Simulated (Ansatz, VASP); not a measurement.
SiO2 in VASP and in Ansatz

File INCAR:

```
SYSTEM = SiO2
ALGO     = Normal         ! electronic algorithm
EDIFF    = 1E-6           ! SCF threshold, eV
ENCUT    = 520            ! plane-wave cutoff, eV
GGA      = PS             ! functional
ISIF     = 2              ! what is computed and relaxed
ISMEAR   = -1             ! smearing method
LASPH    = .True.         ! aspherical terms in the spheres
LCHARG   = .True.         ! write CHGCAR
LELF     = .True.         ! ELF
LREAL    = .False.        ! projectors in reciprocal space
LVHAR    = .True.       
LWAVE    = .False.        ! write WAVECAR
NBANDS   = 25             ! bands
NELM     = 100            ! most SCF steps
PREC     = Accurate       ! precision mode
SIGMA    = 0.05           ! smearing width, eV
```

The input KPOINTS:

```
k-points
0
Gamma
  8 8 8
  0 0 0
```

Contents of POSCAR:

```
SiO2
1.0
   -2.4772904627      2.4772904627      3.6556712422
    2.4772904627     -2.4772904627      3.6556712422
    2.4772904627      2.4772904627     -3.6556712422
Si O
2 4
Direct
    0.7500000000      0.2500000000      0.5000000000
    0.0000000000      0.0000000000      0.0000000000
    0.8750000000      0.0282138700      0.6532138700
    0.7782138700      0.1250000000      0.1532138700
    0.9717861300      0.6250000000      0.8467861300
    0.3750000000      0.2217861300      0.3467861300
```

File input.yaml:

```yaml
crystal:
  lattice:
    - [-2.4772904627, 2.4772904627, 3.6556712422]
    - [2.4772904627, -2.4772904627, 3.6556712422]
    - [2.4772904627, 2.4772904627, -3.6556712422]
  atoms:
    - { symbol: Si, position: [0.75, 0.25, 0.5] }
    - { symbol: Si, position: [0.0, 0.0, 0.0] }
    - { symbol: O, position: [0.875, 0.02821387, 0.65321387] }
    - { symbol: O, position: [0.77821387, 0.125, 0.15321387] }
    - { symbol: O, position: [0.97178613, 0.625, 0.84678613] }
    - { symbol: O, position: [0.375, 0.22178613, 0.34678613] }
kpoints:
  mp_grid: { grid: [8, 8, 8] }
scf:
  occupations: { method: fermi_dirac, width: 0.05 }
hamiltonian:
  xc: pbesol
  pseudopotentials: { kind: all_electron, lapw: { basis_error: 0.001 } }
output:
  forces: true
  stress: true
  eigenvalues: true
```

Alike in both runs: task single point; functional PBEsol; k mesh 8 × 8 × 8; occupations fermi-dirac, width 0.05 eV; no spin polarisation.

|  | VASP | Ansatz |
| --- | --- | --- |
| version | VASP 6.6.1 | Ansatz 0.2.0 |
| potentials or method | VASP PAW PBE potentials, release 64 (Si, O) | all-electron LAPW, scalar-relativistic |
| plane-wave cutoff (eV) | 520 | see its input |

Ansatz gave:

```
gap on the k mesh at the Fermi level (eV)       : 5.90
least direct gap on the mesh (eV)               : 5.90
pressure (GPa)                                  : 2.1
largest component of the traceless stress (GPa) : 0.09
rms of the force components (eV/Å)              : 0.067
```

Question: Which values does VASP return?

Answer: gap on the k mesh at the Fermi level (eV): 5.89; least direct gap on the mesh (eV): 5.89; pressure (GPa): 2.7; largest component of the traceless stress (GPa): 0.06; rms of the force components (eV/Å): 0.080.

Atom by atom the forces differ by 0.013 eV/Å (rms over components). Ansatz ran all-electron here, so the differences hold the error of VASP's frozen core and of both bases.

Caveats: the PAW data sets were made with another functional, which shifts forces and pressure a little (VASP). PBEsol gaps usually lie below the measured ones, often by a third to a half. A k mesh can miss the band edges.
